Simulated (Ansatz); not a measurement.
# Hg (element-swapped structure): how the settings move a single-point run

Question: which choices in the input matter for Hg (element-swapped structure)?

Computed with Ansatz 0.2.0 (reference: DFT r2SCAN, plane waves, PAW, scalar-relativistic, no spin polarisation, unless a step's input says otherwise).

2 further runs of the same task are left out: 1 that didn't finish, 1 set aside as unsound or not needed.

## Step 1: The system as given

Symmetry: P-1, No. 2, triclinic system. The conventional cell has a = 4.074 Å, b = 8.135 Å, c = 9.965 Å, α = 113.11°, β = 100.50°, γ = 90.36°. Around Hg (site symmetry -1) lie 2 Hg at 4.07 Å.

As a file:

```xyz
1
Lattice="4.0738 0.0000 0.0000 -0.0511 8.1350 0.0000 -1.8159 -3.9226 8.9783" Properties=species:S:1:pos:R:3 pbc="T T T"
Hg   -0.7783   -2.5487    8.8057
```

## Step 2: Baseline

Contents of input.yaml:

```yaml
crystal:
  lattice:
    - [4.073755, 0.0, 0.0]
    - [-0.051111, 8.135034, 0.0]
    - [-1.8159, -3.922572, 8.978254]
  atoms:
    - { symbol: Hg, position: [0.24814, 0.15961, 0.98078] }
kpoints:
  mp_grid: { grid: [5, 3, 2], shift: [0.0, 0.0, 0.0] }
magnetization:
  spin_polarized: false
scf:
  occupations: { method: fermi_dirac, width: 0.1105 }
hamiltonian:
  pseudopotentials: { kind: paw }
  xc: r2scan
basis:
  ecutwfc: 500
output:
  forces: true
  stress: true
  eigenvalues: true
```

Command:

```sh
ansatz run input.yaml --threads 1 --pin off --max-ram 2560MiB --backend cpu --events-out ev --progress --plain --runs-dir out
```

## Step 3: Variant: mp_grid.shift [0.5, 0.5, 0.5], ecutwfc 58.8 Ry

Edit input.yaml of step 2 so:

```diff
@@ -8,3 +8,3 @@
 kpoints:
-  mp_grid: { grid: [5, 3, 2], shift: [0.0, 0.0, 0.0] }
+  mp_grid: { grid: [5, 3, 2], shift: [0.5, 0.5, 0.5] }
 magnetization:
@@ -17,3 +17,3 @@
 basis:
-  ecutwfc: 500
+  ecutwfc: "58.8 Ry"
 output:
```

## Step 4: Changed: symmetry.detect false, pseudopotentials.kind nc, pseudopotentials.accuracy standard

Edit input.yaml of step 2 so:

```diff
@@ -7,2 +7,3 @@
     - { symbol: Hg, position: [0.24814, 0.15961, 0.98078] }
+  symmetry: { detect: false }
 kpoints:
@@ -14,3 +15,3 @@
 hamiltonian:
-  pseudopotentials: { kind: paw }
+  pseudopotentials: { kind: nc, accuracy: standard }
   xc: r2scan
```

What does the calculation give? Wanted: for each run, ending; energy change; pressure; gap; force.

As calculated:

| run | ending | energy change | pressure (GPa) | gap (eV) | force (eV/Å) | cycles | time |
| --- | --- | --- | --- | --- | --- | --- | --- |
| reference | converged | 0 | 0.0 | 5.06 | 0.00 | 6 | 18 s |
| 1: mp_grid.shift [0.5, 0.5, 0.5], ecutwfc 58.8 Ry | converged | -1.1 meV/atom | 0.0 | 4.54 | 0.00 | 6 | 38 s |
| 2: symmetry.detect false, pseudopotentials.kind nc, pseudopotentials.accuracy standard | converged | not comparable | 0.0 | 5.07 | 0.00 | 7 | 23 s |

Residual by cycle in the longest SCF loop of each run; runs are numbered as in the table. The quantity is the density residual dr2, in eV.

| cycle | reference | run 1 | run 2 |
| --- | --- | --- | --- |
| 1 | 0.0208 | 0.0214 | 0.0599 |
| 2 | 9.6e-4 | 0.00102 | 0.00461 |
| 3 | 1.8e-4 | 1.8e-4 | 5.4e-4 |
| 4 | 2.9e-6 | 2.8e-6 | 1.2e-5 |
| 5 | 1.6e-7 | 1.1e-7 | 2.6e-6 |
| 6 | 1.4e-9 | 3.5e-10 | 2.0e-7 |
| 7 | - | - | 2.4e-8 |

What this shows: «mp_grid.shift [0.5, 0.5, 0.5], ecutwfc 58.8 Ry» moves the energy by -1.1 meV/atom. Run 2 ran under the cutoff that the potentials recommend, as the log warns, so basis error is mixed into its values, and swamps them where the cutoff is far short. The gap of the reference lacks spin-orbit coupling, though the cell holds Hg.

The reference has limits of its own: spin-orbit coupling, which can shrink the gap with elements this heavy, is left out; the structure is made up and not relaxed.

The gaps are Kohn-Sham values of a semilocal functional, not quasiparticle or optical gaps. Such gaps usually fall short of the measured ones; spin-orbit coupling, left out here, narrows gaps with Hg, so the two errors partly cancel.
